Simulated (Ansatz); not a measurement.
PbO$_{2}$: strain energy, fitted

PbO$_{2}$, P4_2/mnm, a = 5.081 Å, c = 3.443 Å. The structure is a COD entry; whether it is the stable form wasn't checked. Ansatz: PBE, PAW, 420 eV, Γ-centred 8×8×10 mesh on 6 atoms, Gaussian smearing 0.10 eV; no spin polarisation. Series: uniaxial strain along c, with a, b and atoms relaxed; x is the strain in per cent. y is the free energy over the unstrained cell, V0 = 14.818 Å³/atom.

```tsv
x (%)	y (meV/atom)
-4.5	?
-3.0	6.62
-1.5	1.56
0.0	0.00
1.5	1.39
3.0	5.27
4.5	11.25
```

Fit y = c2 x² + c3 x³ to the other rows, turn c2 into a modulus, and predict the missing energy.

Least squares on the rows shown. y = 0.66233 x² − 0.023921 x³. In eV per unit strain² c2 is 6.623; this is Young's modulus along the axis (E = ½ Y V0 ε²): 2 × 6.623 × 160.2 / (14.818) = 143 GPa. At x = -4.5 the fit asked for gives 15.59 meV/atom. The run gave 15.81 meV/atom, so the fit is 0.22 meV/atom too low, 1.4 % of the span of the series, against an rms of 0.02 meV/atom on the fitted rows. The row lies outside the fitted range. With a term in x⁴ added, a fit to the same known rows predicts 15.81 meV/atom, so most of the miss is curvature that the known rows already hold.

Spin–orbit coupling is left out, which can shift energies with elements as heavy as these.